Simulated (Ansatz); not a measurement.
Starting structure of a cell relaxation (symmetry kept):

```
Te
1.0
     4.31862    0.00000    0.00000
    -2.15931    3.74003    0.00000
     0.00000    0.00000    5.95118
Te
3
Direct
  0.28418 0.00000 0.33333
  0.00000 0.28418 0.66667
  0.71582 0.71582 0.00000
```

All numbers below come from Ansatz, DFT PBEsol, scalar-relativistic, plane waves, PAW.

Plane waves to 420 eV, a k mesh through Γ of 12×12×8 on the computed 3-atom cell and Gaussian smearing (0.10 eV); no spin polarisation.

What does it relax to?

The volume stays the same within 0.01 Å³/atom to 32.04 Å³/atom, and the energy changes by under 0.1 meV/atom. Final structure:
```
Te
1.0
     4.31862    0.00000    0.00000
    -2.15931    3.74003    0.00000
     0.00000    0.00000    5.95118
Te
3
Direct
  0.28418 0.00000 0.33333
  0.00000 0.28418 0.66667
  0.71582 0.71582 0.00000
```